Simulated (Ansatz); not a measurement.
**Strain and the gap of ZnSe (F-43m)**

A 2-atom cell of ZnSe started from a crystallographic database, relaxed with r2SCAN in the plane-wave code Ansatz. The symmetry is F-43m (No. 216, cubic); a = 5.665 Å in the conventional setting, 22.72 Å³ an atom. Zn has 4 Se at 2.45 Å; Se has 4 Zn at 2.45 Å.

The axes x, y and z are those of this cell:
```xyz
2
Lattice="0.0000 2.8324 2.8324 2.8324 0.0000 2.8324 2.8324 2.8324 0.0000" Properties=species:S:1:pos:R:3 pbc="T T T"
Zn    0.0000    0.0000    0.0000
Se    1.4162    1.4162    1.4162
```

Unstrained: PBE gives a direct gap of 1.294 eV at Γ. r2SCAN gives a direct gap of 1.869 eV at Γ. The HSE06 gap is direct at Γ: 2.422 eV. Meshes: PBE 8×8×8, r2SCAN 8×8×8, HSE06 6×6×6. Strains are changes of length per length. After each strain the atoms were relaxed again with r2SCAN within the symmetry that the strain leaves, so tilts or polar shifts that break it weren't tested; points keep the names that they have in the unstrained zone. No spin polarisation and no zero-point or thermal motion.

Changes of the least gap in eV (an overlap counts as a negative gap):
```tsv
strain	volume change (%)	space group	PBE	r2SCAN	HSE06	energy rise, r2SCAN (meV/atom)
uniaxial +2.53 % along z	+2.5	I-4m2	-0.133	-0.141	-0.148	4.0
uniaxial +2.49 % along x	+2.5	I-4m2	-0.131	-0.139	-0.146	3.8
```

Uniaxial +2.53 % along z, other directions held. HSE06: the gap goes from 2.422 to 2.274 eV (-0.148 eV); with r2SCAN the top three valence levels at Γ, degenerate before, become 2+1 from the top over 97 meV. Stress change with r2SCAN, compression positive: xx -1.23, yy -1.23, zz -2.22 GPa.

Uniaxial +2.49 % along x, other directions held. HSE06: the gap goes from 2.422 to 2.276 eV (-0.146 eV); with r2SCAN the top three valence levels at Γ, degenerate before, become 2+1 from the top over 96 meV. Stress change with r2SCAN, compression positive: xx -2.18, yy -1.21, zz -1.21 GPa.

The runs are scalar-relativistic, without spin-orbit coupling.

The meshes of the hybrids are coarse, so their gaps aren't converged to the digits shown.

The splittings at Γ are without spin-orbit coupling, which regroups them where it is of like size or larger.
